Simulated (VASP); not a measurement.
Crystal: KF.

```xyz
2
Lattice="0.0000 2.6544 2.6544 2.6544 0.0000 2.6544 2.6544 2.6544 0.0000" Properties=species:S:1:pos:R:3 pbc="T T T"
K     0.0000    0.0000    0.0000
F     2.6544    2.6544    2.6544
```

The cell is a database's computed one.

Base run:

```yaml
Program: VASP 6.6.1
Functional: PBEsol
Potentials_or_basis: VASP PAW PBE potentials, release 64 (K_sv, F_h)
Cutoff: 900 eV
k_mesh: 8 × 8 × 8
Occupations: gaussian, width 0.02 eV
Spin: no spin polarisation
```

Its results: band gap on the k mesh 6.13 eV, direct; pressure -0.3 GPa.

**Question.** The run is repeated on the same cell with these changes: functional from PBEsol to r2SCAN; potentials or basis from VASP PAW PBE potentials, release 64 (K_sv, F_h) to VASP PAW PBE potentials, release 64 (K_sv, F); cutoff from 900 eV to 520 eV. What comes out?

**Answer.** Band gap on the k mesh 6.94 eV, direct; pressure 0.2 GPa.

Caveats: the PAW data sets were made with another functional, which shifts forces and pressure a little; the cutoff is under 1.25 times the usual one of these potentials, so pressure, stress and relaxed cells hold a basis-set (Pulay) error (some runs).

A k mesh can miss the band edges.
